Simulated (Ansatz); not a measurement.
Gas-phase electronic energies from Ansatz, PBE0-D4/def2-TZVP geometries. CCSD(T)/CBS is the MP2 limit (def2-TZVPP, def2-QZVPP) plus CCSD(T) − MP2 in def2-TZVPP, frozen cores. This one scheme is used for every species. Functionals use def2-TZVPP. B3LYP here is the variant with VWN-RPA as its local correlation; programs differ in this. Each species was taken in one conformer, which may not be the lowest.

`C[CH2][Al]([SH])[SH]` + `CCC(=O)O` → `CCOC(=O)CC` + `[SH][AlH][SH]`  (substitution at a C–Al bond)

```csv
level,ΔE (kJ/mol)
r2SCAN-D4,62.7
B3LYP-D4,59.6
B2PLYP,60.3
PBE,64.5
MP2/def2-TZVPP,67.7
MP2/def2-QZVPP,69.3
HF/CBS(def2),46.7
CCSD/CBS(def2),62.9
```

(1) What does CCSD(T)/CBS give? (An estimate is asked.)

Largest T1 diagnostic among the species: 0.014.

Answers

(1) Ansatz gave: +63.4 kJ/mol. The listed levels differ from it by -0.7, -3.8, -3.1, 1.1, 4.3, 5.9, -16.7, -0.5 kJ/mol.

In def2-TZVPP, CCSD(T) changes the Hartree–Fock value by +13.4 kJ/mol (the triples alone add +0.5 kJ/mol) and MP2 by +20.7 kJ/mol.

CCSD(T)/CBS has its own doubt, a few kJ/mol and more with outer-core shells, so smaller differences from it don't rank the levels.
